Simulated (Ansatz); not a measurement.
# AlCo: stationary points along a deformation path

Method: DFT PBE, scalar-relativistic, plane waves, PAW (Ansatz). Settings: plane waves to 420 eV, k-mesh 18×18×18 (Γ-centred), Gaussian smearing 0.15 eV. Collinear spins, started from moments 0.0, 0.2 μB in atom order; the magnetic state may not be the lowest. Energies are free energies at this smearing, counted from the undisturbed cell; pressure is positive in compression.

Zero of the scan (as given, not relaxed at this level; it stands at 6.7 GPa, and it needn't be the usual structure):

```
Al Co
1.0
     2.81940    0.00000    0.00000
     0.00000    2.81940    0.00000
     0.00000    0.00000    2.81940
Al Co
1 1
Direct
  0.00000 0.00000 0.00000
  0.50000 0.50000 0.50000
```

At fixed volume and fractional coordinates, lengths along (0.577, 0.577, 0.577) are scaled against those across it; ρ is that ratio over its starting value. V = 11.206 Å³/atom. Δσ is the stress along the axis less the mean stress across it (compression positive).

| ρ | ΔE (meV/atom) | Δσ (GPa) | space group |
| --- | --- | --- | --- |
| 0.500 | 6912.5 | 571.13 | R-3m |
| 0.600 | 3190.2 | 324.83 | R-3m |
| 0.710 | 1251.1 | 179.55 | R-3m |
| 0.850 | 235.7 | 67.88 | R-3m |
| 0.930 | 42.3 | 26.07 | R-3m |
| 1.000 | 0.0 | 0.00 | Pm-3m |
| 1.080 | 39.3 | -20.74 | R-3m |
| 1.200 | 190.7 | -38.97 | R-3m |
| 1.410 | 534.6 | -49.31 | R-3m |
| 1.700 | 923.3 | -35.57 | R-3m |
| 2.000 | 1073.4 | 0.00 | Fm-3m |

Problem. How does the stress give the slope of the energy, and where is the energy stationary?

Solution. Along the path d ln(length) is 2/3 d ln ρ on the axis and −1/3 d ln ρ across it, so dE/d ln ρ = −(2/3) V Δσ: the energy falls with ρ where Δσ is positive. Δσ vanishes or changes sign at ρ = 1.000 (Pm-3m), a minimum at 0.0 meV/atom; at ρ = 2.000 (Fm-3m, an end of the scan), at 1073.4 meV/atom. Pairs of stationary points between two samples would go unseen, and could change a minimum read from distant neighbours into a maximum. At ρ = 1.000, 2.000 the cell is cubic, where symmetry alone makes the stress isotropic and the slope zero.

Problem. Which shear constant sets the curvature at ρ = 1?

Solution. For a cubic crystal E/V = (2/3) C (ln ρ)² with C = C44, so Δσ = −2C ln ρ. The parabola of Δσ against ln ρ through ρ = 0.930, 1 and 1.080 gives C ≈ 158 GPa with the ions clamped, rough because the steps are large. It is the stress–strain coefficient at this cell's pressure of 6.7 GPa, not the zero-pressure constant.

In a metal these slopes depend on the k mesh and the smearing.